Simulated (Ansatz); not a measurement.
# Mo12HS23: the cost of one run

Computed with Ansatz 0.2.0 (DFT, PBE, plane-wave PAW, default files, scalar-relativistic, as far as a step names no other, unless a step's input says otherwise).

## 1. The system as given

Symmetry: P1, No. 1, triclinic system. Conventional cell: a = 6.338 Å, b = 8.384 Å, c = 12.324 Å, α = 90.00°, β = 90.00°, γ = 100.89°. Around Mo (site symmetry 1) lie 6 S at 2.41 Å. Mo (site symmetry 1) has 5 S at 2.41 Å and 1 H at 2.41 Å in its first shell of neighbours. Only part of the 36 independent sites is listed.

Coordinates:

```cif
data_structure
_symmetry_space_group_name_H-M 'P 1'
_symmetry_Int_Tables_number 1
_cell_length_a 9.5070
_cell_length_b 6.3380
_cell_length_c 12.3240
_cell_angle_alpha 90.000
_cell_angle_beta 90.000
_cell_angle_gamma 120.000
_cell_volume 643.10
loop_
_atom_site_label
_atom_site_type_symbol
_atom_site_fract_x
_atom_site_fract_y
_atom_site_fract_z
_atom_site_occupancy
Mo1 Mo 0.11111 0.33333 0.25000 1
Mo2 Mo 0.11111 0.83333 0.25000 1
Mo3 Mo 0.44444 0.33333 0.25000 1
Mo4 Mo 0.44444 0.83333 0.25000 1
Mo5 Mo 0.77778 0.33333 0.25000 1
Mo6 Mo 0.77778 0.83333 0.25000 1
Mo7 Mo 0.22222 0.16667 0.75000 1
Mo8 Mo 0.22222 0.66667 0.75000 1
Mo9 Mo 0.55556 0.16667 0.75000 1
Mo10 Mo 0.55556 0.66667 0.75000 1
Mo11 Mo 0.88889 0.16667 0.75000 1
Mo12 Mo 0.88889 0.66667 0.75000 1
H1 H 0.11111 0.33333 0.62300 1
S1 S 0.11111 0.83333 0.62300 1
S2 S 0.44444 0.33333 0.62300 1
S3 S 0.44444 0.83333 0.62300 1
S4 S 0.77778 0.33333 0.62300 1
S5 S 0.77778 0.83333 0.62300 1
S6 S 0.22222 0.16667 0.12300 1
S7 S 0.22222 0.66667 0.12300 1
S8 S 0.55556 0.16667 0.12300 1
S9 S 0.55556 0.66667 0.12300 1
S10 S 0.88889 0.16667 0.12300 1
S11 S 0.88889 0.66667 0.12300 1
S12 S 0.11111 0.33333 0.87700 1
S13 S 0.11111 0.83333 0.87700 1
S14 S 0.44444 0.33333 0.87700 1
S15 S 0.44444 0.83333 0.87700 1
S16 S 0.77778 0.33333 0.87700 1
S17 S 0.77778 0.83333 0.87700 1
S18 S 0.22222 0.16667 0.37700 1
S19 S 0.22222 0.66667 0.37700 1
S20 S 0.55556 0.16667 0.37700 1
S21 S 0.55556 0.66667 0.37700 1
S22 S 0.88889 0.16667 0.37700 1
S23 S 0.88889 0.66667 0.37700 1
```

Atom 13 of the input is the impurity.

## 2. First run, atoms as given

input.yaml reads:

```yaml
crystal:
  lattice:
    - [9.507, 0.0, 0.0]
    - [-3.169, 5.4888690092, 0.0]
    - [0.0, 0.0, 12.324]
  atoms:
    - { symbol: Mo, position: [0.1111111111, 0.3333333334, 0.25] }
    - { symbol: Mo, position: [0.1111111111, 0.8333333334, 0.25] }
    - { symbol: Mo, position: [0.4444444444, 0.3333333334, 0.25] }
    - { symbol: Mo, position: [0.4444444444, 0.8333333334, 0.25] }
    - { symbol: Mo, position: [0.7777777778, 0.3333333334, 0.25] }
    - { symbol: Mo, position: [0.7777777778, 0.8333333334, 0.25] }
    - { symbol: Mo, position: [0.2222222222, 0.1666666666, 0.75] }
    - { symbol: Mo, position: [0.2222222222, 0.6666666666, 0.75] }
    - { symbol: Mo, position: [0.5555555556, 0.1666666666, 0.75] }
    - { symbol: Mo, position: [0.5555555556, 0.6666666666, 0.75] }
    - { symbol: Mo, position: [0.8888888889, 0.1666666666, 0.75] }
    - { symbol: Mo, position: [0.8888888889, 0.6666666666, 0.75] }
    - { symbol: H, position: [0.1111111111, 0.3333333334, 0.623] }
    - { symbol: S, position: [0.1111111111, 0.8333333334, 0.623] }
    - { symbol: S, position: [0.4444444444, 0.3333333334, 0.623] }
    - { symbol: S, position: [0.4444444444, 0.8333333334, 0.623] }
    - { symbol: S, position: [0.7777777778, 0.3333333334, 0.623] }
    - { symbol: S, position: [0.7777777778, 0.8333333334, 0.623] }
    - { symbol: S, position: [0.2222222222, 0.1666666666, 0.123] }
    - { symbol: S, position: [0.2222222222, 0.6666666666, 0.123] }
    - { symbol: S, position: [0.5555555556, 0.1666666666, 0.123] }
    - { symbol: S, position: [0.5555555556, 0.6666666666, 0.123] }
    - { symbol: S, position: [0.8888888889, 0.1666666666, 0.123] }
    - { symbol: S, position: [0.8888888889, 0.6666666666, 0.123] }
    - { symbol: S, position: [0.1111111111, 0.3333333334, 0.877] }
    - { symbol: S, position: [0.1111111111, 0.8333333334, 0.877] }
    - { symbol: S, position: [0.4444444444, 0.3333333334, 0.877] }
    - { symbol: S, position: [0.4444444444, 0.8333333334, 0.877] }
    - { symbol: S, position: [0.7777777778, 0.3333333334, 0.877] }
    - { symbol: S, position: [0.7777777778, 0.8333333334, 0.877] }
    - { symbol: S, position: [0.2222222222, 0.1666666666, 0.377] }
    - { symbol: S, position: [0.2222222222, 0.6666666666, 0.377] }
    - { symbol: S, position: [0.5555555556, 0.1666666666, 0.377] }
    - { symbol: S, position: [0.5555555556, 0.6666666666, 0.377] }
    - { symbol: S, position: [0.8888888889, 0.1666666666, 0.377] }
    - { symbol: S, position: [0.8888888889, 0.6666666666, 0.377] }
total_charge: 1
kpoints:
  mp_grid: { grid: [3, 4, 2] }
scf:
  occupations: { method: fermi_dirac, width: 0.01 }
hamiltonian:
  xc: pbe
  pseudopotentials: { kind: paw }
output:
  forces: true
  stress: true
  populations: true
  efg:
    quadrupole_moments_barn: { Mo: -0.022, H: 0.00285783, S: -0.0694 }
    contact_densities: true
  write_density: true
  write_potential: true
  elf: true
  volumetric_format: npy
```

The run is started by

```console
$ ansatz run input.yaml --threads 4 --pin off --max-ram 8192MiB --backend cpu --events-out ev --progress --plain --runs-dir out
```

**Question.** How long does this run take on 4 threads of Arm Neoverse V1, shared host, and how much memory does it need?

About 2.1 min, with a peak of 3 GiB.
